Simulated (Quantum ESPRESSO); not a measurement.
# In: equation of state with PBEsol

Crystal: In.

```
In
1.0
    -1.88253    1.88253    1.88253
     1.88253   -1.88253    1.88253
     1.88253    1.88253   -1.88253
In
1
Direct
  0.00000 0.00000 0.00000
```

This isn't the form of In at room conditions, which is tetragonal.

```
Program             : Quantum ESPRESSO 7.5
Task                : equation of state
Functional          : PBEsol
Potentials or basis : GBRV 1.5 PBEsol
Cutoff              : 762 eV
Density cutoff      : 6095 eV
k mesh              : 10 × 10 × 10
Occupations         : fermi-dirac, width 0.05 eV
Spin                : no spin polarisation
```

| Item | Value |
| --- | --- |
| Equilibrium volume | 25.80 Å³/atom |
| Bulk modulus | 42 GPa |
| Pressure derivative of the bulk modulus | 4.7 (rough: it moves with the points fitted) |

Energy against volume, from the lowest point:
```csv
volume (Å³/atom),energy (meV/atom)
25.085,2.57
25.618,0.00
26.152,0.48
26.686,3.58
27.220,9.05
27.753,16.63
28.287,26.10
```

All runs of the series together: 69 s on 2 threads of AMD EPYC 7R43 64-Core Processor (Zen 3), with other jobs on the host.
